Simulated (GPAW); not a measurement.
A run of GPAW 26.7.0 is set up as follows.

The input run.py:

```python
from ase.dft.bandgap import bandgap
from ase.io import read, write
from gpaw import GPAW, PW
from gpaw.response.df import DielectricFunction

atoms = read('PtS2.xyz')

calc = GPAW(mode=PW(400),
            xc='PBE',
            kpts={'size': (7, 7, 4), 'gamma': True},
            occupations={'name': 'fermi-dirac', 'width': 0.001},
            setups={'Pt': ':d,2.0'},
            nbands=26,
            convergence={'density': 1e-06},
            maxiter=150,
            txt='gpaw.txt')
atoms.calc = calc
energy = atoms.get_potential_energy()
calc.write('gs.gpw')
write('result.traj', atoms)
print(f'Energy: {energy:.6f} eV')
print('Fermi level:', round(calc.get_fermi_level(), 4), 'eV')
print(f'Gap: {bandgap(calc)[0]:.4f} eV, direct: {bandgap(calc, direct=True)[0]:.4f} eV')

dense = calc.fixed_density(kpts={'size': (17, 17, 10), 'gamma': True},
                           nbands=50, convergence={'bands': 44, 'eigenstates': 1e-7},
                           update_fermi_level=True, txt='dense.txt')
dense.write('dense.gpw', mode='all')

df = DielectricFunction('dense.gpw', frequencies={'type': 'nonlinear', 'domega0': 0.05, 'omega2': 10},
                        eta=0.1, ecut=50, nbands=44, intraband=False, txt='df.txt')
for direction in ['x', 'z']:
    df.get_dielectric_function(xc='RPA', direction=direction, filename=f'df_{direction}.csv')
    e0, e = df.get_macroscopic_dielectric_constant(xc='RPA', direction=direction)
    print(f'{direction}: static eps {e0:.4f} without, {e:.4f} with local fields')
```

The input PtS2.xyz:

```xyz
3
Lattice="3.5432000000 0.0000000000 0.0000000000 -1.7716000000 3.0685012107 0.0000000000 0.0000000000 0.0000000000 5.0388000000" Properties=species:S:1:pos:R:3 pbc="T T T"
Pt     0.0000000000      0.0000000000      0.0000000000
S      1.7716000002      1.0228337368      3.8949924000
S     -0.0000000002      2.0456674739      1.1438076000
```

Potentials or basis: GPAW PAW data sets (gpaw-data 1.2.1), pw.

Command:

```sh
$ OMP_NUM_THREADS=1 python run.py
```

(1) Estimate the band gap on the k mesh.

Answers

(1) 0.77 eV, indirect (least direct gap 0.99 eV).

Caveat: with so narrow a direct gap the onset needs a denser k mesh; the long-wavelength limit can be off by several per cent where d states take part; response on these states lacks terms of the Hamiltonian; independent-particle spectra lack excitons; spin-orbit coupling is left out, which moves the levels of the heavy elements; an odd mesh through Γ misses points on the zone boundary, where band edges often lie.
